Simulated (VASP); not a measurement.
# ZnS (P6_3mc) in VASP: further runs

Runs on ZnS. Level: LDA. Tasks: single point.

All numbers are computed with VASP 6.6.1; they aren't measurements. Logs are shortened: lines on timing, memory, paths and dates and some standing lists are left out, and cuts for length are marked.

**The experiment to reproduce.**

A printed reference work, monograph reports, for a bulk crystal of ZnS at 4 K: band gap 3.911 eV (direct).

How close the calculation comes is told below.

### 1 The cell of the first run

Symmetry: P6_3mc, No. 186, hexagonal system. Conventional cell: a = 3.720 Å, b = 3.720 Å, c = 6.112 Å, α = 90.00°, β = 90.00°, γ = 120.00°. Within 3.0 Å of Zn (site symmetry 3m) lie 4 S at 2.28 Å. Within 3.0 Å of S (site symmetry 3m) lie 4 Zn at 2.28 Å.

### 2 Single point, LDA

INCAR

```
SYSTEM = ZnS
  ALGO = Normal
  EDIFF = 1E-6
  ENCUT = 520
  ISIF = 2
  ISMEAR = 0
  LASPH = .TRUE.
  LCHARG = .FALSE.
  LREAL = .FALSE.
  LWAVE = .FALSE.
  NBANDS = 26
  NELM = 80
  PREC = Accurate
  SIGMA = 0.01
```

KPOINTS

```
k-points
0
G
  6 6 4
  0 0 0
```

POSCAR

```
ZnS
1.0
    3.7195412837      0.0000000000      0.0000000000
   -1.8597706418      3.2212172421      0.0000000000
    0.0000000000      0.0000000000      6.1122827871
Zn S
2 2
Direct
    0.3333333333      0.6666666667      0.0056553664
    0.6666666667      0.3333333333      0.5056553664
    0.3333333333      0.6666666667      0.3793446336
    0.6666666667      0.3333333333      0.8793446336
```

Potentials or basis: VASP PAW LDA potentials, release 64 (Zn, S).

Launch:

```console
$ cat potpaw_LDA.64/Zn/POTCAR potpaw_LDA.64/S/POTCAR > POTCAR
$ mpirun -np 1 vasp_std > vasp.out
```

OUTCAR:

```text
SYSTEM = ZnS
   EDIFF = 1E-6
   ENCUT = 520
   ISIF = 2
   ISMEAR = 0
   LASPH = .TRUE.
   LREAL = .FALSE.
   NELM = 80
   PREC = Accurate

 ion  position               nearest neighbor table
   1  0.333  0.667  0.006-   4 2.28   4 2.28   4 2.28   3 2.28
   2  0.667  0.333  0.506-   3 2.28   3 2.28   3 2.28   4 2.28
   3  0.333  0.667  0.379-   2 2.28   2 2.28   2 2.28   1 2.28
   4  0.667  0.333  0.879-   1 2.28   1 2.28   1 2.28   2 2.28

  LATTYP: Found a hexagonal cell.
 ALAT       =     3.7195412837
 C/A-ratio  =     1.6432894061

  Lattice vectors:

 A1 = (   3.7195412837,   0.0000000000,   0.0000000000)
 A2 = (  -1.8597706418,   3.2212172421,   0.0000000000)
 A3 = (   0.0000000000,   0.0000000000,   6.1122827871)

Analysis of symmetry for initial positions (statically):
=====================================================================
 Subroutine PRICEL returns:
 Original cell was already a primitive cell.

 Routine SETGRP: Setting up the symmetry group for a
 hexagonal supercell.

 Subroutine GETGRP returns: Found 12 space group operations
 (whereof  6 operations were pure point group operations)
 out of a pool of 24 trial point group operations.

The static configuration has the point symmetry C_3v.
 The point group associated with its full space group is C_6v.

Analysis of symmetry for dynamics (positions and initial velocities):
=====================================================================
 Subroutine PRICEL returns:
 Original cell was already a primitive cell.

 Routine SETGRP: Setting up the symmetry group for a
 hexagonal supercell.

 Subroutine GETGRP returns: Found 12 space group operations
 (whereof  6 operations were pure point group operations)
 out of a pool of 24 trial point group operations.

The dynamic configuration has the point symmetry C_3v.
 The point group associated with its full space group is C_6v.

 Subroutine INISYM returns: Found 12 space group operations
 (whereof  6 operations are pure point group operations),
 and found     1 'primitive' translations

----------------------------------------------------------------------------------------

                                     Primitive cell

  volume of cell :      73.2340

  direct lattice vectors                    reciprocal lattice vectors
     3.719541284  0.000000000  0.000000000     0.268850356  0.155220826  0.000000000
    -1.859770642  3.221217242  0.000000000     0.000000000  0.310441651  0.000000000
     0.000000000  0.000000000  6.112282787     0.000000000  0.000000000  0.163604996

  length of vectors
     3.719541284  3.719541284  6.112282787     0.310441651  0.310441651  0.163604996

  position of ions in fractional coordinates (direct lattice)
     0.333333333  0.666666667  0.005655366
     0.666666667  0.333333333  0.505655366
     0.333333333  0.666666667  0.379344634
     0.666666667  0.333333333  0.879344634

  ion indices of the primitive-cell ions
   primitive index   ion index
                 1           1
                 2           2
                 3           3
                 4           4

----------------------------------------------------------------------------------------

 KPOINTS: k-points

Automatic generation of k-mesh.
 Grid dimensions read from file:
 generate k-points for:    6    6    4

 Generating k-lattice:

  Cartesian coordinates                     Fractional coordinates (reciprocal lattice)
     0.044808393  0.025870138  0.000000000     0.166666667  0.000000000  0.000000000
     0.000000000  0.051740275  0.000000000     0.000000000  0.166666667  0.000000000
     0.000000000  0.000000000  0.040901249     0.000000000  0.000000000  0.250000000

  Length of vectors
     0.051740275  0.051740275  0.040901249

  Shift w.r.t. Gamma in fractional coordinates (k-lattice)
     0.000000000  0.000000000  0.000000000

 Subroutine IBZKPT returns following result:
 ===========================================

 Found     21 irreducible k-points:

 Following reciprocal coordinates:
            Coordinates               Weight
  0.000000  0.000000  0.000000      1.000000
  0.166667  0.000000  0.000000      6.000000
  0.333333  0.000000  0.000000      6.000000
  0.500000  0.000000  0.000000      3.000000
  0.166667  0.166667  0.000000      6.000000
  0.333333  0.166667  0.000000     12.000000
[... 13 lines left out ...]
  0.333333  0.166667  0.500000     12.000000
  0.333333  0.333333  0.500000      2.000000
   k-points           NKPTS =     21   k-points in BZ     NKDIM =     21   number of bands    NBANDS=     26
   number of dos      NEDOS =    301   number of ions     NIONS =      4
   total plane-waves  NPLWV =  37632
   dimension x,y,z NGX =    28 NGY =   28 NGZ =   48
   dimension x,y,z NGXF=    56 NGYF=   56 NGZF=   96
   ions per type =               2   2
   NGX,Y,Z   is equivalent  to a cutoff of  12.51, 12.51, 13.06 a.u.
   NGXF,Y,Z  is equivalent  to a cutoff of  25.03, 25.03, 26.11 a.u.
 SYSTEM =  ZnS
   PREC   = accura    normal or accurate (medium, high low for compatibility)
   ISTART =      0    job   : 0-new  1-cont  2-samecut
   ICHARG =      2    charge: 1-file 2-atom 10-const
   ISPIN  =      1    spin polarized calculation?
   LNONCOLLINEAR =      F non collinear calculations
   LSORBIT =      F    spin-orbit coupling
   LASPH  =      T    aspherical Exc in radial PAW
   ENCUT  =  520.0 eV  38.22 Ry    6.18 a.u.   6.92  6.92 11.36*2*pi/ulx,y,z
   NELM   =     80;   NELMIN=  2; NELMDL= -5     # of ELM steps
   EDIFF  = 0.1E-05   stopping-criterion for ELM
   LREAL  =      F    real-space projection
   EDIFFG = 0.1E-04   stopping-criterion for IOM
   NSW    =      0    number of steps for IOM
   IBRION =     -1    ionic relax: 0-MD 1-quasi-New 2-CG
   NFREE  =      0    steps in history (QN), initial steepest desc. (CG)
   ISIF   =      2    stress and relaxation
   ISYM   =      2    0-nonsym 1-usesym 2-fastsym
   POTIM  = 0.5000    time-step for ionic-motion
   TEBEG  =    0.0;   TEEND  =   0.0 temperature during run
   PSTRESS=    0.0 pullay stress
   NELECT =      36.0000    total number of electrons
   NUPDOWN=      -1.0000    fix difference up-down
   EMIN   =  10.00;   EMAX   =-10.00  energy-range for DOS
   EFERMI =   0.00;   METHOD = LEGACY
   ISMEAR =     0;   SIGMA  =   0.01  broadening in eV -4-tet -1-fermi 0-gaus
   EFERMI_NEDOS =   21; number of points for ismear=-14 and -15
   IALGO  =     38    algorithm
   IMIX   =      4    mixing-type and parameters
     AMIX     =   0.40;   BMIX     =  1.00
     AMIX_MAG =   1.60;   BMIX_MAG =  1.00
  volume/ion in A,a.u.               =      18.31       123.55
  Fermi-wavevector in a.u.,A,eV,Ry     =   1.292026  2.441576 22.712643  1.669332
  Thomas-Fermi vector in A             =   2.423760
   LORBIT       =      0    0 simple, 1 ext, 2 COOP (PROOUT), +10 PAW based schemes
   GGA     = CA    functional components
   LHFCALC =     F    Hartree Fock is set to
   AEXX    =    0.0000 exact exchange contribution
   IVDW    =     0    specifies the selected vdW correction
   LEPSILON=     F    determine dielectric tensor
   LRPA    =     F    only Hartree local field effects (RPA)
 non-spin polarized calculation
 Gauss-broadening in eV      SIGMA  =   0.01
  energy-cutoff  :      520.00
  volume of cell :       73.23
 maximum number of plane-waves:      1996
 NGX is ok and might be reduce to    28
   NGX = 13   NGY = 13   NGZ = 23

 number of electron      36.0000014 magnetization

 Free energy of the ion-electron system (eV)
  ---------------------------------------------------
  ext. energy  EPLUGINS =         0.00000000
  ---------------------------------------------------
  free energy    TOTEN  =       -16.39198226 eV

  energy without entropy =      -16.39198226  energy(sigma->0) =      -16.39198226

 E-fermi :   2.7556     XC(G=0): -10.3787

 val. band max:        2.6872397721   @ k =   0.0000   0.0000   0.0000
 cond. band min:       4.9832889502   @ k =   0.0000   0.0000   0.0000
 fundamental gap:      2.2960491781
 Fermi energy:         2.7555964262

 k-point     1 :       0.0000    0.0000    0.0000
  band No.  band energies     occupation
      1     -11.0047      2.00000
      2      -9.9065      2.00000
      3      -4.1551      2.00000
      4      -4.1328      2.00000
      5      -4.1328      2.00000
      6      -4.0408      2.00000
[... 18 lines left out ...]
     25      10.2950      0.00000
     26      12.0269      0.00000

 k-point     2 :       0.1667    0.0000    0.0000
  band No.  band energies     occupation
      1     -10.7936      2.00000
      2      -9.7898      2.00000
      3      -4.1578      2.00000
      4      -4.1126      2.00000
      5      -4.0942      2.00000
      6      -4.0186      2.00000
[... 18 lines left out ...]
     25      10.8230      0.00000
     26      11.1747      0.00000

 k-point     3 :       0.3333    0.0000    0.0000
  band No.  band energies     occupation
      1     -10.2804      2.00000
      2      -9.5790      2.00000
      3      -4.1659      2.00000
      4      -4.0551      2.00000
      5      -4.0366      2.00000
      6      -3.8820      2.00000
[... 18 lines left out ...]
     25      11.3292      0.00000
     26      12.5409      0.00000

 k-point     4 :       0.5000    0.0000    0.0000
  band No.  band energies     occupation
      1      -9.9184      2.00000
      2      -9.5360      2.00000
      3      -4.1454      2.00000
      4      -4.0199      2.00000
      5      -3.9211      2.00000
      6      -3.8750      2.00000
[... 18 lines left out ...]
     25      11.7412      0.00000
     26      14.2474      0.00000
[... 409 lines left out ...]
      1     -10.0452      2.00000
      2     -10.0452      2.00000
      3      -4.1600      2.00000
      4      -4.1600      2.00000
      5      -4.0032      2.00000
      6      -4.0032      2.00000
[... 18 lines left out ...]
     25      11.0101      0.00000
     26      11.0101      0.00000

 k-point    20 :       0.3333    0.1667    0.5000
  band No.  band energies     occupation
      1      -9.7209      2.00000
      2      -9.7209      2.00000
      3      -4.1131      2.00000
      4      -4.1131      2.00000
      5      -3.9274      2.00000
      6      -3.9274      2.00000
[... 18 lines left out ...]
     25      11.8280      0.00000
     26      11.8280      0.00000

 k-point    21 :       0.3333    0.3333    0.5000
  band No.  band energies     occupation
      1      -9.6093      2.00000
      2      -9.6093      2.00000
      3      -4.0195      2.00000
      4      -4.0195      2.00000
      5      -3.9665      2.00000
      6      -3.9665      2.00000
[... 18 lines left out ...]
     25      12.3144      0.00000
     26      12.3144      0.00000

------------------------ aborting loop because EDIFF is reached ----------------------------------------

  FORCE on cell =-STRESS in cart. coord.  units (eV):
  Direction    XX          YY          ZZ          XY          YZ          ZX
  --------------------------------------------------------------------------------------
  -------------------------------------------------------------------------------------
  Total        0.7323335      0.7323335      0.7489263      0.0000000      0.0000000      0.0000000
  in kB       16.0216270     16.0216270     16.3846363      0.0000000      0.0000000      0.0000000
  external PRESSURE =      16.1426301 kB  Pullay stress =       0.0000000 kB

 VOLUME and BASIS-vectors are now :
 -----------------------------------------------------------------------------
  energy-cutoff  :      520.00
  volume of cell :       73.23
      direct lattice vectors                 reciprocal lattice vectors
     3.719541284  0.000000000  0.000000000     0.268850356  0.155220826  0.000000000
    -1.859770642  3.221217242  0.000000000     0.000000000  0.310441651  0.000000000
     0.000000000  0.000000000  6.112282787     0.000000000  0.000000000  0.163604996

 POSITION                                       TOTAL-FORCE (eV/Angst)
 -----------------------------------------------------------------------------------
     -0.00000      2.14748      0.03457        -0.000000      0.000000      0.000433
      1.85977      1.07374      3.09071         0.000000      0.000000      0.000433
     -0.00000      2.14748      2.31866        -0.000000      0.000000     -0.000433
      1.85977      1.07374      5.37480         0.000000     -0.000000     -0.000433
 -----------------------------------------------------------------------------------
    total drift:                               -0.000001     -0.000001     -0.000178

  FREE ENERGIE OF THE ION-ELECTRON SYSTEM (eV)
  ---------------------------------------------------
  free  energy   TOTEN  =       -16.3919822573 eV

  energy  without entropy=      -16.3919822573  energy(sigma->0) =      -16.39198226
```

Wall time 14 s (1 thread of Intel Xeon 6975P-C (Granite Rapids), shared host); peak memory 0.17 GiB.

Results:

```
Free energy            : -16.3920 eV
Pressure               : 1.6 GPa
Band gap on the k mesh : 2.30 eV
```

Levels at points of the mesh, in eV from the valence-band top:
```
           k point  band 14  band 15  band 16  band 17  band 18  band 19  band 20  band 21  band 22  band 23
(0.00, 0.00, 0.00)    -1.01    -1.01    -0.11     0.00     0.00     2.30     3.05     6.11     6.11     6.36
(0.50, 0.00, 0.00)    -4.49    -3.69    -2.53    -1.96    -1.00     3.40     4.25     4.87     6.72     7.53
(0.00, 0.00, 0.50)    -3.13    -0.53    -0.53    -0.53    -0.53     3.57     3.57     6.60     6.60     6.60
(0.50, 0.00, 0.50)    -5.32    -1.85    -1.85    -1.83    -1.83     3.34     3.34     5.02     5.02     8.79
```

As with any semilocal functional, this LDA gap is likely too small.

### 3 Single point, LDA

This run uses another cell than the first one, of 18.59 Å³/atom.

INCAR

```
SYSTEM = ZnS
ALGO = Normal
EDIFF = 1E-6
ENCUT = 520
GGA = CA
ISIF = 2
ISMEAR = 0
LASPH = .True.
LCHARG = .True.
LELF = .True.
LREAL = .False.
LVHAR = .True.
LWAVE = .False.
NBANDS = 26
NELM = 100
PREC = Accurate
SIGMA = 0.01
```

KPOINTS

```
k-points
0
Gamma
  6 6 4
  0 0 0
```

POSCAR

```
ZnS
1.0
    3.7382324459      0.0000000000      0.0000000000
   -1.8691162230      3.2374042634      0.0000000000
    0.0000000000      0.0000000000      6.1429977760
Zn S
2 2
Direct
    0.3333333333      0.6666666667      0.0055913282
    0.6666666667      0.3333333333      0.5055913282
    0.3333333333      0.6666666667      0.3794086718
    0.6666666667      0.3333333333      0.8794086718
```

Potentials or basis: VASP PAW LDA potentials, release 64 (Zn, S).

Launch:

```console
$ cat potpaw_LDA.64/Zn/POTCAR potpaw_LDA.64/S/POTCAR > POTCAR
$ mpirun -np 1 vasp_std > vasp.out
```

Run time: 16 s. Hardware: 1 thread of Intel Xeon 6975P-C (Granite Rapids), shared host; peak memory 0.17 GiB.

The run converged. Its results:

- Free energy: -16.3987 eV
- Pressure: 0.3 GPa
- Band gap on the k mesh: 2.23 eV

Levels at points of the mesh, in eV from the valence-band top:
| k point | band 14 | band 15 | band 16 | band 17 | band 18 | band 19 | band 20 | band 21 | band 22 | band 23 |
| --- | --- | --- | --- | --- | --- | --- | --- | --- | --- | --- |
| (0.00, 0.00, 0.00) | -0.99 | -0.99 | -0.10 | 0.00 | 0.00 | 2.23 | 3.02 | 6.12 | 6.12 | 6.37 |
| (0.50, 0.00, 0.00) | -4.43 | -3.61 | -2.47 | -1.91 | -0.98 | 3.42 | 4.22 | 4.88 | 6.74 | 7.46 |
| (0.00, 0.00, 0.50) | -3.09 | -0.52 | -0.52 | -0.52 | -0.52 | 3.53 | 3.53 | 6.61 | 6.61 | 6.61 |
| (0.50, 0.00, 0.50) | -5.25 | -1.81 | -1.81 | -1.79 | -1.79 | 3.34 | 3.34 | 5.03 | 5.03 | 8.77 |

### 4 Against experiment

Step 3. A measured gap of ZnS is 3.911 eV (direct; 4 K; a printed reference work, monograph); the calculated 2.23 eV misses it by -1.69 eV. The value is that of LDA, without temperature or zero-point motion. Semilocal functionals fall short of measured gaps as a rule.
